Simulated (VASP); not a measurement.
**MoS2 in VASP: one cell, several levels of theory**

What does VASP give for MoS2, database structure, under -0.7 % strain along z alone, the cell held fixed? Runs: PBE, r2SCAN.

Code: VASP 6.6.1. PAW datasets, plane waves. No spin polarisation and no zero-point or thermal motion.

## (1) The structure to begin with

The cell comes from an earlier relaxation with r2SCAN+rVV10 in another program, then strained, with the atoms relaxed again.

It is hexagonal, P-6m2 (No. 187); conventional cell a = 3.171 Å, c = 6.761 Å, 19.62 Å³ an atom. Mo has 6 S at 2.40 Å; S has 3 Mo at 2.40 Å.

Coordinates:

```cif
data_structure
_symmetry_space_group_name_H-M 'P 1'
_symmetry_Int_Tables_number 1
_cell_length_a 3.1710
_cell_length_b 3.1710
_cell_length_c 6.7610
_cell_angle_alpha 90.000
_cell_angle_beta 90.000
_cell_angle_gamma 120.000
_cell_volume 58.87
loop_
_atom_site_label
_atom_site_type_symbol
_atom_site_fract_x
_atom_site_fract_y
_atom_site_fract_z
_atom_site_occupancy
Mo1 Mo 0.00000 0.00000 0.00000 1
S1 S 0.33333 0.66667 0.23009 1
S2 S 0.33333 0.66667 0.76991 1
```

## (2) Single point with PBE

Input file INCAR:

```
ENCUT = 520.000000
SIGMA = 0.020000
EDIFF = 1.00e-07
GGA = PE
PREC = Accurate
IBRION = -1
ISIF = 2
ISMEAR = -1
NBANDS = 20
NELM = 120
NSW = 0
LASPH = .TRUE.
LCHARG = .FALSE.
LWAVE = .FALSE.
LREAL = .FALSE.
```

Input file KPOINTS:

```
KPOINTS created by Atomic Simulation Environment
0
Gamma
12 12 4
0 0 0
```

Input file KPOINTS_OPT:

```
special points
6
Reciprocal
0.0000000000 0.0000000000 0.0000000000 1
0.5000000000 0.0000000000 0.0000000000 1
0.3333333333 0.3333333333 0.0000000000 1
0.0000000000 0.0000000000 0.5000000000 1
0.5000000000 0.0000000000 0.5000000000 1
0.3333333333 0.3333333333 0.5000000000 1
```

Input file POSCAR:

```
Mo S
 1.0000000000000000
     3.1709589632062558    0.0000000000000000    0.0000000000000000
    -1.5854794816031279    2.7461310164945827    0.0000000000000000
     0.0000000000000000    0.0000000000000000    6.7609815495000003
 Mo  S
   1   2
Cartesian
  0.0000000000000000 -0.0000000000000001  0.0000000000000000
 -0.0000000000000001  1.8307540109963885  1.5556130467440670
 -0.0000000000000001  1.8307540109963885  5.2053685027559347
```

The run uses the recommended PBE PAW datasets (26 valence electrons a neutral cell).

Launch:

```sh
$ mpirun -np 1 vasp_std
```

Printed to the terminal (iteration lines stand in OSZICAR):

```text
POSCAR found type information on POSCAR MoS
 POSCAR found :  2 types and       3 ions
 LDA part: xc-table for (Slater+PW92), standard interpolation
 POSCAR, INCAR and KPOINTS ok, starting setup
 FFT: planning ... GRIDC
 FFT: planning ... GRID_SOFT
 FFT: planning ... GRID
 WAVECAR not read
 entering main loop
 Start KPOINTS_OPT (optional k-point list driver)
k-point batch [1-6\6]
```

OSZICAR:

```text
N       E                     dE             d eps       ncg     rms          rms(c)
DAV:   1     0.185309360490E+03    0.18531E+03   -0.13258E+04  2304   0.121E+03
DAV:   2    -0.156788485413E+02   -0.20099E+03   -0.19537E+03  2764   0.313E+02
DAV:   3    -0.232177336103E+02   -0.75389E+01   -0.74670E+01  2824   0.571E+01
DAV:   4    -0.233120454053E+02   -0.94312E-01   -0.94248E-01  2780   0.673E+00
DAV:   5    -0.233137795145E+02   -0.17341E-02   -0.17340E-02  2940   0.874E-01    0.242E+01
DAV:   6    -0.222154006661E+02    0.10984E+01   -0.10725E+01  2440   0.197E+01    0.893E+00
DAV:   7    -0.219313247781E+02    0.28408E+00   -0.39683E+00  2356   0.114E+01    0.590E+00
DAV:   8    -0.218236343471E+02    0.10769E+00   -0.55159E-01  2588   0.457E+00    0.168E+00
DAV:   9    -0.218247946232E+02   -0.11603E-02   -0.23539E-02  2632   0.934E-01    0.629E-01
DAV:  10    -0.218237975573E+02    0.99707E-03   -0.91904E-03  2580   0.639E-01    0.118E-01
DAV:  11    -0.218238600499E+02   -0.62493E-04   -0.59581E-04  2636   0.169E-01    0.653E-02
DAV:  12    -0.218238617130E+02   -0.16632E-05   -0.71588E-05  2640   0.531E-02    0.232E-02
DAV:  13    -0.218238982293E+02   -0.36516E-04   -0.52595E-05  2456   0.383E-02    0.167E-02
DAV:  14    -0.218238994887E+02   -0.12594E-05   -0.32774E-06  3064   0.108E-02    0.732E-03
DAV:  15    -0.218239000394E+02   -0.55075E-06   -0.93218E-07  2480   0.608E-03    0.337E-03
DAV:  16    -0.218239000476E+02   -0.82205E-08   -0.21373E-07  2384   0.308E-03
   1 F= -.21823900E+02 E0= -.21823900E+02  d E =-.376763E-12
       N       E                     dE             ncg
DAV:   1     0.116675341294E+04   -0.49812E+04      248
DAV:   2     0.118611440899E+02   -0.11549E+04      300
DAV:   3    -0.287753289960E+02   -0.40636E+02      292
DAV:   4    -0.293196178353E+02   -0.54429E+00      292
DAV:   5    -0.293287661811E+02   -0.91483E-02      304
DAV:   6    -0.293289687212E+02   -0.20254E-03      300
DAV:   7    -0.293289751838E+02   -0.64626E-05      304
DAV:   8    -0.293289754569E+02   -0.27311E-06      252
DAV:   9    -0.293289754711E+02   -0.14133E-07      200
```

The lines after F= are the extra pass for the points of KPOINTS_OPT, at fixed density; their E is not a total energy.

Parts of OUTCAR:

```text
k-points           NKPTS =     57   k-points in BZ     NKDIM =     57   number of bands    NBANDS=     20

   NELECT =      26.0000    total number of electrons

   dimension x,y,z NGX =    24 NGY =   24 NGZ =   50
   dimension x,y,z NGXF=    48 NGYF=   48 NGZF=  100

  energy-cutoff  :      520.00
  volume of cell :       58.87
      direct lattice vectors                 reciprocal lattice vectors
     3.170958963  0.000000000  0.000000000     0.315362012  0.182074343  0.000000000
    -1.585479482  2.746131016  0.000000000     0.000000000  0.364148686  0.000000000
     0.000000000  0.000000000  6.760981550     0.000000000  0.000000000  0.147907518

 k-points in reciprocal lattice and weights: KPOINTS created by Atomic Simulation Env
   0.00000000  0.00000000  0.00000000       0.002
   0.08333333  0.00000000  0.00000000       0.010
   0.16666667  0.00000000  0.00000000       0.010
   0.25000000  0.00000000  0.00000000       0.010
   0.33333333  0.00000000  0.00000000       0.010
   0.41666667  0.00000000  0.00000000       0.010
   0.50000000  0.00000000  0.00000000       0.005
   0.08333333  0.08333333  0.00000000       0.010
[... 49 more k-points ...]

 E-fermi :   6.5735

 k-point     1 :       0.0000    0.0000    0.0000
  band No.  band energies     occupation
      1     -55.1524      2.00000
      2     -29.3046      2.00000
      3     -29.0861      2.00000
      4     -29.0861      2.00000
      5      -8.4898      2.00000
      6      -7.0461      2.00000
      7      -0.2275      2.00000
      8       3.0503      2.00000
      9       3.0503      2.00000
     10       4.1829      2.00000
     11       4.1829      2.00000
     12       4.5932      2.00000
     13       5.3297      2.00000
     14       8.5143      0.00000
     15       8.5143      0.00000
     16       8.7156      0.00000
     17       8.7156      0.00000
     18      11.7939      0.00000
     19      13.5618      0.00000
     20      14.9670      0.00000

 k-point     2 :       0.0833    0.0000    0.0000
  band No.  band energies     occupation
      1     -55.1498      2.00000
      2     -29.2994      2.00000
      3     -29.1127      2.00000
      4     -29.0921      2.00000
      5      -8.3856      2.00000
      6      -7.0055      2.00000
      7      -0.1093      2.00000
      8       2.8175      2.00000
      9       3.1588      2.00000
     10       3.6584      2.00000
     11       4.0179      2.00000
     12       4.9399      2.00000
     13       5.3151      2.00000
     14       8.3819      0.00000
     15       8.4140      0.00000
     16       8.5969      0.00000
     17       8.6994      0.00000
     18      12.2721      0.00000
     19      13.7149      0.00000
     20      15.4407      0.00000

 k-point     3 :       0.1667    0.0000    0.0000
  band No.  band energies     occupation
      1     -55.1426      2.00000
      2     -29.2851      2.00000
      3     -29.1849      2.00000
      4     -29.1086      2.00000
      5      -8.0891      2.00000
      6      -6.8902      2.00000
      7       0.1941      2.00000
      8       2.2766      2.00000
      9       2.9363      2.00000
     10       3.4609      2.00000
     11       3.6293      2.00000
     12       5.0265      2.00000
     13       5.1860      2.00000
     14       7.8248      0.00000
     15       8.3226      0.00000
     16       8.4629      0.00000
     17       9.1256      0.00000
     18      13.0996      0.00000
     19      14.2664      0.00000
     20      15.5809      0.00000

 k-point     4 :       0.2500    0.0000    0.0000
  band No.  band energies     occupation
      1     -55.1327      2.00000
      2     -29.2823      2.00000
      3     -29.2656      2.00000
      4     -29.1310      2.00000
      5      -7.6499      2.00000
      6      -6.7210      2.00000
      7       0.4627      2.00000
      8       1.7663      2.00000
      9       2.2168      2.00000
     10       3.1940      2.00000
     11       3.8834      2.00000
     12       4.7432      2.00000
     13       4.8454      2.00000
     14       7.6230      0.00000
     15       8.0543      0.00000
     16       8.8983      0.00000
     17       9.5708      0.00000
     18      13.3052      0.00000
     19      14.5502      0.00000
     20      15.1696      0.00000

[... the tables of k-points 5 to 57 left out ...]

  Total        0.6353496      0.6353496      1.0761616      0.0000000      0.0000000      0.0000000
  in kB       17.2902681     17.2902681     29.2864318      0.0000000      0.0000000      0.0000000
  external PRESSURE =      21.2889894 kB  Pullay stress =       0.0000000 kB

 POSITION                                       TOTAL-FORCE (eV/Angst)
 -----------------------------------------------------------------------------------
      0.00000      0.00000      0.00000        -0.000000      0.000000      0.000000
      0.00000      1.83075      1.55561         0.000000     -0.000000      0.124261
      0.00000      1.83075      5.20537         0.000000     -0.000000     -0.124261
 -----------------------------------------------------------------------------------
    total drift:                               -0.000000      0.000000     -0.000000

  FREE ENERGIE OF THE ION-ELECTRON SYSTEM (eV)
  ---------------------------------------------------
  free  energy   TOTEN  =       -21.8239000476 eV

  energy  without entropy=      -21.8239000476  energy(sigma->0) =      -21.82390005
```

Run time: 51 s. Hardware: 1 MPI rank of Intel Xeon Platinum 8488C, shared host; peak memory 0.24 GiB.

The levels at the points of KPOINTS_OPT are read from vasprun.xml.

Levels at the named points, in eV from the top of band v (v: the last filled band by count, c: the next):

| point | v−1 | v | c | c+1 |
| --- | --- | --- | --- | --- |
| Γ | -1.54 | -0.80 | 2.38 | 2.38 |
| M | -1.44 | -1.24 | 1.84 | 2.29 |
| K | -2.31 | -0.48 | 1.25 | 2.88 |
| A | -1.96 | 0.00 | 2.33 | 2.33 |
| L | -1.39 | -0.90 | 1.86 | 2.43 |
| H | -2.93 | -0.42 | 1.26 | 2.41 |

PBE gives an indirect gap of 1.25 eV, from A to K; the least direct gap is 1.68 eV. Pressure: 2.13 GPa, and the largest force is 0.124 eV/Å, on atom 2 (S).

## (3) r2SCAN

Input file INCAR:

```
ENCUT = 520.000000
SIGMA = 0.010000
EDIFF = 1.00e-07
ALGO = Normal
METAGGA = R2SCAN
PREC = Accurate
IBRION = -1
ISIF = 2
ISMEAR = 0
NBANDS = 20
NELM = 120
NSW = 0
LASPH = .TRUE.
LCHARG = .FALSE.
LWAVE = .FALSE.
LREAL = .FALSE.
```

KPOINTS is that of step 2.

KPOINTS_OPT is that of step 2.

POSCAR is that of step 2.

Launch:

```sh
$ mpirun -np 1 vasp_std
```

Printed to the terminal (iteration lines stand in OSZICAR):

```text
POSCAR found type information on POSCAR MoS
 POSCAR found :  2 types and       3 ions
 -----------------------------------------------------------------------------
|                                                                             |
|                                                                             |
|     You enforced a specific xc type in the INCAR file but a different       |
|     I HOPE YOU KNOW WHAT YOU ARE DOING!                                     |
|                                                                             |
 -----------------------------------------------------------------------------

 LDA part: xc-table for (None), standard interpolation
 POSCAR, INCAR and KPOINTS ok, starting setup
 FFT: planning ... GRIDC
 FFT: planning ... GRID_SOFT
 FFT: planning ... GRID
 WAVECAR not read
 entering main loop
 Start KPOINTS_OPT (optional k-point list driver)
k-point batch [1-6\6]
```

OSZICAR:

```text
N       E                     dE             d eps       ncg     rms          rms(c)
DAV:   1     0.158462994670E+03    0.15846E+03   -0.13504E+04  2304   0.124E+03
DAV:   2    -0.469650962699E+02   -0.20543E+03   -0.19979E+03  2768   0.320E+02
DAV:   3    -0.546020970850E+02   -0.76370E+01   -0.75655E+01  2848   0.583E+01
DAV:   4    -0.546876554401E+02   -0.85558E-01   -0.85508E-01  2776   0.652E+00
DAV:   5    -0.546890912145E+02   -0.14358E-02   -0.14357E-02  2892   0.814E-01    0.272E+01
DAV:   6    -0.451777459829E+02    0.95113E+01   -0.11216E+01  2392   0.257E+01    0.901E+00
DAV:   7    -0.450275376046E+02    0.15021E+00   -0.21770E+00  2360   0.910E+00    0.524E+00
DAV:   8    -0.449995099827E+02    0.28028E-01   -0.43137E-01  2660   0.402E+00    0.225E+00
DAV:   9    -0.450006235382E+02   -0.11136E-02   -0.44796E-02  2540   0.142E+00    0.334E-01
DAV:  10    -0.450000926460E+02    0.53089E-03   -0.56827E-03  2596   0.528E-01    0.216E-01
DAV:  11    -0.450001614174E+02   -0.68771E-04   -0.50464E-04  2672   0.153E-01    0.903E-02
DAV:  12    -0.450001680716E+02   -0.66543E-05   -0.11071E-04  2676   0.717E-02    0.386E-02
DAV:  13    -0.450001984460E+02   -0.30374E-04   -0.58240E-05  2508   0.604E-02    0.144E-02
DAV:  14    -0.450001978525E+02    0.59347E-06   -0.19682E-06  2872   0.884E-03    0.101E-02
DAV:  15    -0.450001983532E+02   -0.50068E-06   -0.83128E-07  2584   0.725E-03    0.127E-03
DAV:  16    -0.450001982858E+02    0.67462E-07   -0.22357E-07  2240   0.278E-03
   1 F= -.45000198E+02 E0= -.45000198E+02  d E =-.132425E-71
       N       E                     dE             ncg
DAV:   1     0.109772819875E+04   -0.50502E+04      248
DAV:   2    -0.105054857202E+03   -0.12028E+04      296
DAV:   3    -0.146414697925E+03   -0.41360E+02      284
DAV:   4    -0.146971608630E+03   -0.55691E+00      280
DAV:   5    -0.146982057701E+03   -0.10449E-01      304
DAV:   6    -0.146982277311E+03   -0.21961E-03      300
DAV:   7    -0.146982283686E+03   -0.63749E-05      304
DAV:   8    -0.146982283945E+03   -0.25955E-06      284
DAV:   9    -0.146982283957E+03   -0.12044E-07      200
```

From OUTCAR:

```text
k-points           NKPTS =     57   k-points in BZ     NKDIM =     57   number of bands    NBANDS=     20

   NELECT =      26.0000    total number of electrons

   dimension x,y,z NGX =    24 NGY =   24 NGZ =   50
   dimension x,y,z NGXF=    48 NGYF=   48 NGZF=  100

  energy-cutoff  :      520.00
  volume of cell :       58.87
      direct lattice vectors                 reciprocal lattice vectors
     3.170958963  0.000000000  0.000000000     0.315362012  0.182074343  0.000000000
    -1.585479482  2.746131016  0.000000000     0.000000000  0.364148686  0.000000000
     0.000000000  0.000000000  6.760981550     0.000000000  0.000000000  0.147907518

 k-points in reciprocal lattice and weights: KPOINTS created by Atomic Simulation Env
   0.00000000  0.00000000  0.00000000       0.002
   0.08333333  0.00000000  0.00000000       0.010
   0.16666667  0.00000000  0.00000000       0.010
   0.25000000  0.00000000  0.00000000       0.010
   0.33333333  0.00000000  0.00000000       0.010
   0.41666667  0.00000000  0.00000000       0.010
   0.50000000  0.00000000  0.00000000       0.005
   0.08333333  0.08333333  0.00000000       0.010
[... 49 more k-points ...]

 E-fermi :   6.1267

 k-point     1 :       0.0000    0.0000    0.0000
  band No.  band energies     occupation
      1     -57.2516      2.00000
      2     -30.6752      2.00000
      3     -30.4478      2.00000
      4     -30.4478      2.00000
      5      -9.3260      2.00000
      6      -7.8093      2.00000
      7      -0.6265      2.00000
      8       2.7496      2.00000
      9       2.7496      2.00000
     10       3.9182      2.00000
     11       3.9182      2.00000
     12       4.3368      2.00000
     13       5.1824      2.00000
     14       8.5393      0.00000
     15       8.5393      0.00000
     16       8.7237      0.00000
     17       8.7237      0.00000
     18      12.2033      0.00000
     19      13.8206      0.00000
     20      15.5890      0.00000

 k-point     2 :       0.0833    0.0000    0.0000
  band No.  band energies     occupation
      1     -57.2487      2.00000
      2     -30.6695      2.00000
      3     -30.4764      2.00000
      4     -30.4542      2.00000
      5      -9.2174      2.00000
      6      -7.7683      2.00000
      7      -0.5040      2.00000
      8       2.5126      2.00000
      9       2.8613      2.00000
     10       3.3703      2.00000
     11       3.7476      2.00000
     12       4.7000      2.00000
     13       5.1659      2.00000
     14       8.3889      0.00000
     15       8.4527      0.00000
     16       8.6007      0.00000
     17       8.7303      0.00000
     18      12.6831      0.00000
     19      13.9817      0.00000
     20      16.0588      0.00000

 k-point     3 :       0.1667    0.0000    0.0000
  band No.  band energies     occupation
      1     -57.2407      2.00000
      2     -30.6537      2.00000
      3     -30.5539      2.00000
      4     -30.4718      2.00000
      5      -8.9088      2.00000
      6      -7.6519      2.00000
      7      -0.1902      2.00000
      8       1.9602      2.00000
      9       2.6222      2.00000
     10       3.1718      2.00000
     11       3.3445      2.00000
     12       4.7995      2.00000
     13       5.0297      2.00000
     14       7.8205      0.00000
     15       8.3169      0.00000
     16       8.5226      0.00000
     17       9.1713      0.00000
     18      13.4791      0.00000
     19      14.5992      0.00000
     20      15.9844      0.00000

 k-point     4 :       0.2500    0.0000    0.0000
  band No.  band energies     occupation
      1     -57.2298      2.00000
      2     -30.6583      2.00000
      3     -30.6322      2.00000
      4     -30.4958      2.00000
      5      -8.4523      2.00000
      6      -7.4816      2.00000
      7       0.0860      2.00000
      8       1.4386      2.00000
      9       1.8850      2.00000
     10       2.8912      2.00000
     11       3.6048      2.00000
     12       4.5164      2.00000
     13       4.6782      2.00000
     14       7.6083      0.00000
     15       8.0410      0.00000
     16       8.9797      0.00000
     17       9.6325      0.00000
     18      13.6481      0.00000
     19      14.8617      0.00000
     20      15.5916      0.00000

[... the tables of k-points 5 to 57 left out ...]

  Total        0.4425551      0.4425551      0.4114963     -0.0000000      0.0000000      0.0000000
  in kB       12.0436006     12.0436006     11.1983728     -0.0000000      0.0000000      0.0000000
  external PRESSURE =      11.7618580 kB  Pullay stress =       0.0000000 kB

 POSITION                                       TOTAL-FORCE (eV/Angst)
 -----------------------------------------------------------------------------------
      0.00000      0.00000      0.00000         0.000000     -0.000000      0.000000
      0.00000      1.83075      1.55561         0.000000      0.000000     -0.037923
      0.00000      1.83075      5.20537        -0.000000      0.000000      0.037923
 -----------------------------------------------------------------------------------
    total drift:                                0.000000     -0.000000      0.000000

  FREE ENERGIE OF THE ION-ELECTRON SYSTEM (eV)
  ---------------------------------------------------
  free  energy   TOTEN  =       -45.0001982858 eV

  energy  without entropy=      -45.0001982858  energy(sigma->0) =      -45.00019829
```

Run time: 2.9 min. Hardware: 1 MPI rank of Intel Xeon Platinum 8488C, shared host; peak memory 0.23 GiB.

The levels at the points of KPOINTS_OPT are read from vasprun.xml.

Levels at the named points, in eV from the top of band v (v: the last filled band by count, c: the next):

| point | v−1 | v | c | c+1 |
| --- | --- | --- | --- | --- |
| Γ | -1.67 | -0.82 | 2.54 | 2.54 |
| M | -1.58 | -1.28 | 1.96 | 2.41 |
| K | -2.46 | -0.51 | 1.33 | 3.06 |
| A | -2.10 | 0.00 | 2.48 | 2.48 |
| L | -1.52 | -0.94 | 1.97 | 2.56 |
| H | -3.11 | -0.45 | 1.34 | 2.57 |

The r2SCAN gap is 1.33 eV and indirect (A to K), with 1.79 eV as the least direct one. Pressure: 1.18 GPa, and the largest force is 0.038 eV/Å, on atom 2 (S).

## (4) Summary

| level | gap (eV) | pressure (GPa) | largest force (eV/Å) |
| --- | --- | --- | --- |
| PBE | 1.25 | 2.13 | 0.124 |
| r2SCAN | 1.33 | 1.18 | 0.038 |

What this shows: The gap runs from 1.25 eV (PBE) to 1.33 eV (r2SCAN). The pressure is highest with PBE (2.1 GPa) and lowest with r2SCAN (1.2 GPa), which orders the cells that they would relax to. Forces up to 0.12 eV/Å (PBE) show atoms off their equilibrium places at that level; the least is 0.038 eV/Å (r2SCAN).
